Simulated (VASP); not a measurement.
VASP 6.6.1 run: Cu₂O

INCAR

```
SIGMA = 0.02
LMAXMIX = 4
IBRION = -1
ISMEAR = -1
LCHARG = .FALSE.
IVDW = 21
PREC = Accurate
LWAVE = .FALSE.
NELM = 85
LREAL = .TRUE.
LDAUU = 6.0 0
LDAUTYPE = 2
LASPH = .TRUE.
LDAUL = 2 -1
ENCUT = 520
EDIFF = 1E-7
NSW = 0
GGA = PE
NBANDS = 37
LDAU = .TRUE.
ISIF = 2
LDAUJ = 0 0
```

KPOINTS

```
KPOINTS created by Atomic Simulation Environment
0
Gamma
6 6 6
0 0 0
```

POSCAR

```
Cu O
 1.0000000000000000
     4.2885411011999999    0.0000000000000000    0.0000000000000000
     0.0000000000000000    4.2885411011999999    0.0000000000000000
     0.0000000000000000    0.0000000000000000    4.2885411011999999
 Cu  O
   4   2
Cartesian
  1.0721352753000000  1.0721352753000000  3.2164058259000003
  3.2164058259000003  1.0721352753000000  1.0721352753000000
  1.0721352753000000  3.2164058259000003  1.0721352753000000
  3.2164058259000003  3.2164058259000003  3.2164058259000003
  2.1442705505999999  2.1442705505999999  2.1442705505999999
  0.0000000000000000  0.0000000000000000  0.0000000000000000
```

The recommended PBE PAW datasets give the neutral cell 56 valence electrons.

Command

```
mpirun -np 1 vasp_std
```

OSZICAR

```
N       E                     dE             d eps       ncg     rms          rms(c)
DAV:   1     0.552113801930E+03    0.55211E+03   -0.25972E+04  1488   0.245E+03
DAV:   2     0.753082842494E+02   -0.47681E+03   -0.45245E+03  1508   0.462E+02
DAV:   3    -0.170643373634E+02   -0.92373E+02   -0.88855E+02  1731   0.222E+02
DAV:   4    -0.230099986404E+02   -0.59457E+01   -0.58973E+01  1886   0.622E+01
DAV:   5    -0.230874940792E+02   -0.77495E-01   -0.77472E-01  1789   0.804E+00    0.115E+01
DAV:   6    -0.201216601560E+02    0.29658E+01   -0.15685E+01  2071   0.694E+01    0.499E+00
DAV:   7    -0.198928941826E+02    0.22877E+00   -0.37079E+00  2064   0.374E+01    0.285E+00
DAV:   8    -0.198951715256E+02   -0.22773E-02   -0.38404E-01  2096   0.519E+00    0.161E+00
DAV:   9    -0.198968288399E+02   -0.16573E-02   -0.46889E-02  2455   0.426E+00    0.181E-01
DAV:  10    -0.198972708501E+02   -0.44201E-03   -0.10643E-02  1967   0.937E-01    0.108E-01
DAV:  11    -0.198975942237E+02   -0.32337E-03   -0.10590E-03  2652   0.691E-01    0.677E-02
DAV:  12    -0.198974755754E+02    0.11865E-03   -0.37236E-04  2301   0.321E-01    0.136E-02
DAV:  13    -0.198974807694E+02   -0.51940E-05   -0.88632E-05  1836   0.665E-02    0.648E-03
DAV:  14    -0.198974800871E+02    0.68229E-06   -0.37881E-06  2235   0.240E-02    0.167E-03
DAV:  15    -0.198974800678E+02    0.19295E-07   -0.80558E-07  1751   0.873E-03
   1 F= -.21194378E+02 E0= -.21194378E+02  d E =-.891346E-10
```

From OUTCAR

```
k-points           NKPTS =     20   k-points in BZ     NKDIM =     20   number of bands    NBANDS=     37

   NELECT =      56.0000    total number of electrons

   dimension x,y,z NGX =    32 NGY =   32 NGZ =   32
   dimension x,y,z NGXF=    64 NGYF=   64 NGZF=   64

  energy-cutoff  :      520.00
  volume of cell :       78.87
      direct lattice vectors                 reciprocal lattice vectors
     4.288541101  0.000000000  0.000000000     0.233179530  0.000000000  0.000000000
     0.000000000  4.288541101  0.000000000     0.000000000  0.233179530  0.000000000
     0.000000000  0.000000000  4.288541101     0.000000000  0.000000000  0.233179530

 k-points in reciprocal lattice and weights: KPOINTS created by Atomic Simulation Env
   0.00000000  0.00000000  0.00000000       0.005
   0.16666667  0.00000000  0.00000000       0.028
   0.33333333  0.00000000  0.00000000       0.028
   0.50000000  0.00000000  0.00000000       0.014
   0.16666667  0.16666667  0.00000000       0.056
   0.33333333  0.16666667  0.00000000       0.111
   0.50000000  0.16666667  0.00000000       0.056
   0.33333333  0.33333333  0.00000000       0.056
   ...

 E-fermi :   4.0580

 k-point     1 :       0.0000    0.0000    0.0000
  band No.  band energies     occupation
      1     -15.4662      2.00000
      2     -14.6429      2.00000
      3      -3.0546      2.00000
      4      -3.0546      2.00000
      5      -3.0546      2.00000
      6      -0.5847      2.00000
      7      -0.0931      2.00000
      8      -0.0931      2.00000
      9      -0.0931      2.00000
     10      -0.0073      2.00000
     11      -0.0073      2.00000
     12       0.2794      2.00000
     13       0.2794      2.00000
     14       0.2794      2.00000
     15       0.8537      2.00000
     16       0.8537      2.00000
     17       1.0664      2.00000
     18       1.0664      2.00000
     19       1.0664      2.00000
     20       1.0742      2.00000
     21       1.0742      2.00000
     22       1.0742      2.00000
     23       1.3088      2.00000
     24       1.3088      2.00000
     25       1.3088      2.00000
     26       3.6693      2.00000
     27       3.6693      2.00000
     28       3.6693      2.00000
     29       4.4289      0.00000
     30       5.9777      0.00000
     31       5.9777      0.00000
     32      12.2822      0.00000
     33      12.2822      0.00000
     34      12.2822      0.00000
     35      13.9512      0.00000
     36      13.9512      0.00000
     37      13.9512      0.00000

 ...

  Total      -1.30729    -1.30729    -1.30729     0.00000    -0.00000     0.00000
  in kB     -26.55540   -26.55540   -26.55540     0.00000    -0.00000     0.00000
  external pressure =      -26.56 kB  Pullay stress =        0.00 kB

 POSITION                                       TOTAL-FORCE (eV/Angst)
 -----------------------------------------------------------------------------------
      1.07214      1.07214      3.21641        -0.000000      0.000000      0.000000
      3.21641      1.07214      1.07214        -0.000000     -0.000000      0.000000
      1.07214      3.21641      1.07214         0.000000      0.000000     -0.000000
      3.21641      3.21641      3.21641         0.000000     -0.000000     -0.000000
      2.14427      2.14427      2.14427         0.000000     -0.000000      0.000000
      0.00000      0.00000      0.00000         0.000000     -0.000000      0.000000
 -----------------------------------------------------------------------------------
    total drift:                               -0.000000      0.000000     -0.000000

  FREE ENERGIE OF THE ION-ELECTRON SYSTEM (eV)
  ---------------------------------------------------
  free  energy   TOTEN  =       -21.1943780744 eV

  energy  without entropy=      -21.1943780743  energy(sigma->0) =      -21.19437807
```

It converged. Results: gap between bands v and c on the k mesh 0.76 eV; least direct gap on the k mesh 0.76 eV; pressure -2.7 GPa. Band v is the last that the valence electrons fill when counted band by band, and c is the next.

For comparison, a separate PBE run of the intended cell, on usual settings and not on those above, gives a gap of 0.49 eV on its mesh and a pressure of 1.5 GPa.

The run above took about 3 min on one core of a shared host (Intel Xeon Platinum 8488C) and held 0.19 GiB at most.
